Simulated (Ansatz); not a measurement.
## Structure relaxation of Sb

Level of theory: DFT PBE, scalar-relativistic, plane waves, PAW in Ansatz. Cutoff 420 eV, Γ-centred k mesh, Gaussian smearing, no spin polarisation in the final step.

The start puts Sb on the iodine structure type (Cmce, No. 64), at a guessed volume.

```
CELL_PARAMETERS angstrom
3.27769 -2.16630 0.00000
3.27769 2.16630 0.00000
0.00000 0.00000 8.83688
ATOMIC_POSITIONS crystal
Sb 0.85000 0.15000 0.11700
Sb 0.65000 0.35000 0.61700
Sb 0.15000 0.85000 0.88300
Sb 0.35000 0.65000 0.38300
```

Cell and atoms relax at zero pressure; the relaxation can't lower the symmetry of the start. After a coarse first stage the cell is made exact in the group found at 0.06 Å.

Energies count from the standard state of Sb at the same level.

Question: Describe the relaxed structure.

Answer: It ends in Fmmm (No. 69). Conventional cell: a = 3.766 Å, b = 5.335 Å, c = 5.421 Å. Sb is coordinated by 8 Sb at 3.27–3.30 Å and 6 Sb at 3.77–3.80 Å.

```xyz
1
Lattice="0.0000 2.6675 2.7105 1.8831 0.0000 2.7105 1.8831 2.6675 0.0000" Properties=species:S:1:pos:R:3 pbc="T T T"
Sb    1.8831    2.6675    2.7105
```

Question: What are its volume, energy, density and gap?

Answer: The volume per atom is 27.23 Å³ and the density is 7.42 g/cm³. The energy over the standard structure is 0.23 eV/atom and the gap on the 18×18×10 mesh is 0 eV (a metal).

The final run used a 18×18×10 mesh on its 2-atom cell and 0.10 eV smearing. For metals, differences of a few meV/atom aren't resolved. Spin–orbit coupling is left out. A structure relaxed within its symmetry needn't be a true minimum. The steps took about 2.6 core-minutes in all.